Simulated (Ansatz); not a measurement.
Te2Mo:

```
Te Mo
1.0
     6.33000    0.00000    0.00000
     0.00000    3.46900    0.00000
    -0.94679    0.00000   13.82762
Te Mo
8 4
Direct
  0.94370 0.75000 0.60450
  0.05630 0.25000 0.39550
  0.90300 0.25000 0.85140
  0.09700 0.75000 0.14860
  0.41120 0.75000 0.89550
  0.58880 0.25000 0.10450
  0.44320 0.25000 0.64840
  0.55680 0.75000 0.35160
  0.81670 0.75000 0.99260
  0.18330 0.25000 0.00740
  0.68190 0.25000 0.49340
  0.31810 0.75000 0.50660
```

Base run:

- Program: Ansatz 0.2.0
- Functional: revPBE
- Potentials or basis: Ansatz PAW
- Cutoff: 420 eV (not typed: the program's choice for these potentials)
- k mesh: 4 × 8 × 2
- Occupations: fermi-dirac, width 0.05 eV
- Spin: no spin polarisation

Its results: band gap on the k mesh none (metal or under the smearing width); pressure 3.9 GPa; largest force 0.216 eV/Å.

Task: The run is repeated on the same cell with these changes: functional from revPBE to PBE; potentials or basis from Ansatz PAW to Ansatz PAW polarizable. What comes out?

Result: Band gap on the k mesh none (metal or under the smearing width); pressure 2.5 GPa; largest force 0.178 eV/Å.

Caveats: spin-orbit coupling is left out, which moves the levels of the heavy elements; the PAW data sets come from PBE, with cores solved anew for the run's functional, which leaves a small shift of forces and pressure (some runs).
